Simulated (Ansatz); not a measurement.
## Na under changes of volume

One of the cells (39.256 Å³/atom); the others are scaled copies at fixed shape and fractional positions:

```
CELL_PARAMETERS angstrom
-2.14100 2.14100 2.14100
2.14100 -2.14100 2.14100
2.14100 2.14100 -2.14100
ATOMIC_POSITIONS crystal
Na 0.00000 0.00000 0.00000
```

| Property | Result |
| --- | --- |
| Program | Ansatz 0.2.0 |
| Functional | LDA |
| Potentials or basis | all-electron LAPW, scalar-relativistic |
| Cutoff | 75 eV (chosen from the basis error) |
| Basis error allowed | 0.001 eV/atom |
| k mesh | 9 × 9 × 9 |
| Occupations | fermi-dirac, width 0.05 eV |
| Spin | no spin polarisation |

```tsv
volume (Å³/atom)	energy over the lowest point (meV/atom)	pressure (GPa)
36.901	0.00	-0.8
37.686	?	?
38.471	8.95	-1.0
39.256	14.23	-1.1
40.041	19.97	-1.2
40.827	26.12	-1.3
41.612	32.63	-1.4
```

Problem. What does the run at 37.686 Å³/atom give?

Solution. Energy over the lowest point 4.17 meV/atom; pressure -0.9 GPa.

Worked out: A Birch-Murnaghan fit of order 3 (a polynomial in V^(-2/3)) to the other rows has no minimum within the range. It gives 4.19 meV/atom at 37.686 Å³/atom, against the run's 4.17, and -dE/dV = -0.9 GPa, against -0.9.

Energies are extrapolated to zero smearing.
